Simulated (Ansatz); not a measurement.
Take BaSnO3 in the cubic perovskite structure (space group Pm-3m, No. 221; a = 4.131 Å) as the base.

Calculations: Ansatz (a quantum-chemistry and plane-wave program), r2SCAN, PAW, cutoff 500 eV, no SOC.

Before the change:

```
Property                      Value
-------------------  --------------
Smallest direct gap         2.04 eV
Electron mass        0.19 mₑ (at Γ)
Band gap                    1.56 eV
Volume per atom            14.10 Å³
```

Now apply this change: a hydrostatic pressure of 7.5 GPa.

**Question.** Estimate the effect on the smallest direct gap.

**Answer.** The smallest direct gap goes up by 0.56 eV to 2.60 eV.

**Question.** What happens to the electron mass?

**Answer.** The electron mass changes from 0.19 mₑ (at Γ) to 0.22 mₑ (at Γ).

**Question.** How does this affect the band gap?

**Answer.** The band gap increases by 0.573 eV, from 1.56 eV to 2.14 eV.

**Question.** How does this affect the volume per atom?

**Answer.** The volume per atom falls by 0.59 Å³ (14.10 Å³ → 13.51 Å³).

Load acts through the strain it causes; cell and atoms are relaxed under it. Masses are band curvatures over ±0.01 Å⁻¹ around the edge. Whether these cells are dynamically stable was not tested. No other phases were tried under pressure.
